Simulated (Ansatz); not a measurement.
# SiGe4: the cost of one run

Method: DFT PBE, scalar-relativistic, plane waves, PAW, in Ansatz 0.2.0.

3 further runs of the same task are left out: 3 set aside as unsound or not needed.

## Step 1: Starting point

Symmetry: Pm, No. 6, monoclinic system. Conventional cell: a = 4.074 Å, b = 4.074 Å, c = 19.856 Å, α = 90.00°, β = 90.00°, γ = 90.00°. Ge (site symmetry m) is surrounded by 2 Ge at 2.49 Å. Ge (site symmetry m) has 4 Ge at 2.49 to 2.53 Å as nearest neighbours. Ge (site symmetry m) has 4 Ge at 2.48 to 2.53 Å as nearest neighbours. Around Ge (site symmetry m) lie 1 Si at 2.33 Å and 2 Ge at 2.48 Å. Si (site symmetry m) has 1 Ge at 2.33 Å as nearest neighbours.

Structure file:

```cif
data_structure
_symmetry_space_group_name_H-M 'Pm'
_symmetry_Int_Tables_number 6
_cell_length_a 4.0741
_cell_length_b 4.0741
_cell_length_c 19.8558
_cell_angle_alpha 90.000
_cell_angle_beta 90.000
_cell_angle_gamma 90.000
_cell_volume 329.56
loop_
_atom_site_label
_atom_site_type_symbol
_atom_site_symmetry_multiplicity
_atom_site_Wyckoff_symbol
_atom_site_fract_x
_atom_site_fract_y
_atom_site_fract_z
_atom_site_occupancy
Ge1 Ge 1 a 0.50000 0.00000 0.20145 1
Ge2 Ge 1 a 0.00000 0.00000 0.27400 1
Ge3 Ge 1 b 0.00000 0.50000 0.34937 1
Ge4 Ge 1 b 0.50000 0.50000 0.42082 1
Si1 Si 1 b 0.75000 0.50000 0.52658 1
```

This is the geometry of the first run shown, built on a cell relaxed beforehand with the same method.

## Step 2: Plan of the line

Atoms count from 1 in the order of the input.

Si is moved over the surface cell; relaxed at each place: the height of the adsorbate's atoms; substrate rigid; the origin of the map has the adsorbate above Ge4.

- position of Si5 along the first surface vector, from above Ge4: 8 values from 0.000 to 0.875, periodic
- position of Si5 along the second surface vector, from above Ge4: 8 values from 0.000 to 0.875, periodic

Relaxed at each point: the height of the adsorbate's atoms; substrate rigid. Points are written as (first, second).

The two vectors of the plane (Å): (4.074, 0.000, 0.000); (0.000, 4.074, 0.000).

## Step 3: Point (0/8, 2/8) of the map's two axes

Contents of input.yaml:

```yaml
crystal:
  lattice:
    - [4.0740542205, 0.0, 0.0]
    - [0.0, 4.0740542205, 0.0]
    - [0.0, 0.0, 19.855756859]
  atoms:
    - { symbol: Ge, position: [0.0, 0.5, 0.20145291] }
    - { symbol: Ge, position: [0.0, 0.0, 0.2739958855] }
    - { symbol: Ge, position: [0.5, 0.0, 0.3493666156] }
    - { symbol: Ge, position: [0.5, 0.5, 0.4208228837] }
    - { symbol: Si, position: [0.5, 0.75, 0.5265777698] }
basis:
  ecutwfc: 420
kpoints:
  mp_grid: { grid: [7, 7, 1] }
hamiltonian:
  xc: pbe
  pseudopotentials: { kind: paw, azcp: { folder: soft_1 } }
scf:
  occupations: { method: gaussian, width: 0.1 }
output:
  forces: true
  eigenvalues: true
relax:
  adjacent_minimum: "off"
  f_tol: 0.025
  max_steps: 16
  constraints: [{ sites: [0, 1, 2, 3] }, { sites: [4], fix: xy }]
efield:
  axis: 3
  dipole_correction: true
  ramp_width: 0.04
```

Launch:

```console
> ansatz run input.yaml --threads 2 --pin off --max-ram 6144MiB --backend cpu --events-out ev --progress --plain --runs-dir out
```

What time and memory should one allow on 2 threads of Intel Xeon Platinum 8259CL at 2.50GHz (Skylake/Cascade Lake), shared host?

About 23 s, with a peak of 0.6 GiB.
